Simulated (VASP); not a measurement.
# Ge (Fd-3m) in VASP: settings compared, part 2 of 2

VASP 6.6.1. The steps go on from the part before.

## Step 3: Single point, RPBE

run.py

```python
from ase import Atoms
from ase.calculators.vasp import Vasp
from ase.dft.bandgap import bandgap

atoms = Atoms(
    ['Ge', 'Ge'],
    cell=[[0.0, 2.82891, 2.82891], [2.82891, 0.0, 2.82891], [2.82891, 2.82891, 0.0]],
    scaled_positions=[[0.75, 0.75, 0.75], [0.5, 0.5, 0.5]],
    pbc=True,
)
calc = Vasp(
    directory='calc',
    xc='rpbe',
    pp='PBE',
    setups='recommended',
    prec='Accurate',
    encut=520,
    ediff=1e-07,
    ismear=0,
    sigma=0.1,
    lreal=False,
    lasph=True,
    nelm=100,
    algo='Normal',
    isif=2,
    lwave=False,
    lcharg=False,
    kpts=[8, 8, 8],
    gamma=True,
    nbands=21,
)
atoms.calc = calc

print('energy (eV):', atoms.get_potential_energy())
print('free energy (eV):', atoms.get_potential_energy(force_consistent=True))
print('forces (eV/A):')
print(atoms.get_forces())
print('stress (eV/A^3, Voigt):', atoms.get_stress())
print('Fermi level (eV):', calc.get_fermi_level())
gap, top, bottom = bandgap(calc)
print('band gap (eV):', gap, 'from (spin, k, band)', top, 'to', bottom)
```

Potentials or basis: VASP PAW PBE potentials, release 64 (Ge_d).

The run is started by

```
$ python run.py
```

It took 51 s on 1 thread of Intel Xeon Platinum 8488C (Sapphire Rapids), shared host; peak memory 0.17 GiB.

The run converged. Its results:

```yaml
Free_energy: -8.2975 eV
Pressure: 5.2 GPa
Band_gap_on_the_k_mesh: 0.15 eV, direct
```

Levels at points of the mesh, in eV from the valence-band top:
```csv
k point,band 10,band 11,band 12,band 13,band 14,band 15,band 16,band 17,band 18,band 19
"(0.00, 0.00, 0.00)",-24.58,-12.74,0.00,0.00,0.00,0.15,2.56,2.56,2.56,6.63
"(0.50, 0.00, 0.00)",-24.55,-10.65,-7.56,-1.41,-1.41,0.27,3.77,3.77,7.29,10.72
"(0.50, 0.50, 0.00)",-24.54,-8.85,-8.85,-3.07,-3.07,0.83,0.83,9.56,9.56,11.74
```

Caveat: the PAW data sets were made with another functional, which shifts forces and pressure a little.

## Step 4: Atomic charges, r2SCAN

INCAR

```
PREC     = Accurate       # precision mode
ENCUT    = 900            # plane-wave cutoff, eV
EDIFF    = 1E-7           # SCF threshold, eV
ISMEAR   = 0              # smearing method
SIGMA    = 0.05           # smearing width, eV
LREAL    = False          # projectors in reciprocal space
LASPH    = True           # aspherical terms in the spheres
NELM     = 100            # most SCF steps
ALGO     = Normal         # electronic algorithm
ISIF     = 2              # what is computed and relaxed
LWAVE    = False          # write WAVECAR
LCHARG   = False          # write CHGCAR
METAGGA  = R2SCAN         # meta-GGA
LMIXTAU  = True         
LORBIT   = 10             # projections on sites
```

KPOINTS

```
regular mesh
0
Gamma
  8 8 8
```

POSCAR

```
Ge
1.0
    0.0000000000      2.8289100000      2.8289100000
    2.8289100000      0.0000000000      2.8289100000
    2.8289100000      2.8289100000      0.0000000000
Ge
2
Direct
    0.7500000000      0.7500000000      0.7500000000
    0.5000000000      0.5000000000      0.5000000000
```

Potentials or basis: VASP PAW PBE potentials, release 64 (Ge_h).

The run is started by

```
$ cat potpaw_PBE.64/Ge_h/POTCAR > POTCAR
$ mpirun -np 1 vasp_std > vasp.out
```

OUTCAR:

```text
PREC = Accurate
   ENCUT = 900
   EDIFF = 1E-7
   ISMEAR = 0
   LREAL = False
   LASPH = True
   NELM = 100
   ISIF = 2
   METAGGA = R2SCAN
   LORBIT = 10

 ion  position               nearest neighbor table
   1  0.750  0.750  0.750-
   2  0.500  0.500  0.500-

  LATTYP: Found a face centered cubic cell.
 ALAT       =     5.6578200000

[... 699 lines left out ...]
  Direction    XX          YY          ZZ          XY          YZ          ZX
  --------------------------------------------------------------------------------------
  -------------------------------------------------------------------------------------
  Total        0.2183228      0.2183228      0.2183228      0.0000000     -0.0000000      0.0000000
  in kB        7.7254250      7.7254250      7.7254250      0.0000000     -0.0000000      0.0000000
  external PRESSURE =       7.7254250 kB  Pullay stress =       0.0000000 kB

 VOLUME and BASIS-vectors are now :
 -----------------------------------------------------------------------------
  energy-cutoff  :      900.00
  volume of cell :       45.28
      direct lattice vectors                 reciprocal lattice vectors
     0.000000000  2.828910000  2.828910000    -0.176746521  0.176746521  0.176746521
     2.828910000  0.000000000  2.828910000     0.176746521 -0.176746521  0.176746521
     2.828910000  2.828910000  0.000000000     0.176746521  0.176746521 -0.176746521

 POSITION                                       TOTAL-FORCE (eV/Angst)
 -----------------------------------------------------------------------------------
      4.24336      4.24336      4.24336        -0.000000     -0.000000     -0.000000
      2.82891      2.82891      2.82891         0.000000      0.000000      0.000000
 -----------------------------------------------------------------------------------
    total drift:                               -0.000000     -0.000000      0.000000

  FREE ENERGIE OF THE ION-ELECTRON SYSTEM (eV)
  ---------------------------------------------------
  free  energy   TOTEN  =       -27.7149962824 eV

  energy  without entropy=      -27.7149962824  energy(sigma->0) =      -27.71499628

 total charge

# of ion       s       p       d       tot
------------------------------------------
    1        0.766   0.799   9.893  11.457
    2        0.766   0.799   9.893  11.457
--------------------------------------------------
tot          1.531   1.598  19.785  22.915
```

OSZICAR:

```text
N       E                     dE             d eps       ncg     rms          rms(c)
DAV:   1     0.236002766349E+03    0.23600E+03   -0.23767E+04  1044   0.385E+03
DAV:   2    -0.501535660588E+01   -0.24102E+03   -0.23801E+03  1052   0.654E+02
DAV:   3    -0.311302480761E+02   -0.26115E+02   -0.25965E+02  1126   0.204E+02
[... 12 lines left out ...]
DAV:  16    -0.277149840746E+02    0.60156E-05   -0.12242E-05  1180   0.449E-02    0.656E-03
DAV:  17    -0.277149948421E+02   -0.10767E-04   -0.60510E-06  1046   0.278E-02    0.409E-03
DAV:  18    -0.277149958715E+02   -0.10294E-05   -0.10997E-06  1150   0.179E-02    0.142E-03
DAV:  19    -0.277149961964E+02   -0.32493E-06   -0.27698E-07   826   0.970E-03    0.743E-04
DAV:  20    -0.277149962824E+02   -0.86012E-07   -0.72132E-08   778   0.413E-03
   1 F= -.27714996E+02 E0= -.27714996E+02  d E =-.288557E-11
```

Run time: 4.7 min. Hardware: 1 thread of Intel Xeon Platinum 8488C (Sapphire Rapids), shared host; peak memory 0.27 GiB.

Results:

- Free energy: -27.7150 eV
- Pressure: 0.8 GPa
- Band gap on the k mesh: 0.42 eV, direct
- Valence electrons inside the program's atomic spheres: Ge 11.46

Caveat: the PAW data sets were made with another functional, which shifts forces and pressure a little.

## Step 5: Against experiment

Step 2. A measured gap of Ge is 0.744 eV (indirect; 0 K; “Temperature-dependent photoluminescence in Ge: experiment and theory”, 2020, arxiv:2003.00143); the calculated 0.15 eV misses it by -0.59 eV. 3 values of this kind are on record (0.666 to 0.807 eV); this one was drawn at random among those near their median. Spin-orbit coupling on Ge is left out. The value is that of RPBE on a finite k mesh, which can miss the band edges, without temperature or zero-point motion. Semilocal functionals fall short of measured gaps as a rule.

Step 3. A measured gap of Ge is 0.744 eV (indirect; 0 K; “Temperature-dependent photoluminescence in Ge: experiment and theory”, 2020, arxiv:2003.00143); the calculated 0.15 eV misses it by -0.59 eV. 3 values of this kind are on record (0.666 to 0.807 eV); this one was drawn at random among those near their median. Spin-orbit coupling on Ge is left out. The value is that of RPBE on a finite k mesh, which can miss the band edges, without temperature or zero-point motion. Semilocal functionals fall short of measured gaps as a rule.

Step 4. A measured gap of Ge is 0.807 eV (direct; 300 K; “Electronic and optical properties of SixGe1-x-ySny alloys lattice-matched to Ge”, 2021, arxiv:2109.02782); the calculated 0.42 eV misses it by -0.38 eV. 3 values of this kind are on record (0.666 to 0.807 eV); this one was drawn at random among those near their median. Spin-orbit coupling on Ge is left out. The value is that of r2SCAN on a finite k mesh, which can miss the band edges, without temperature or zero-point motion.
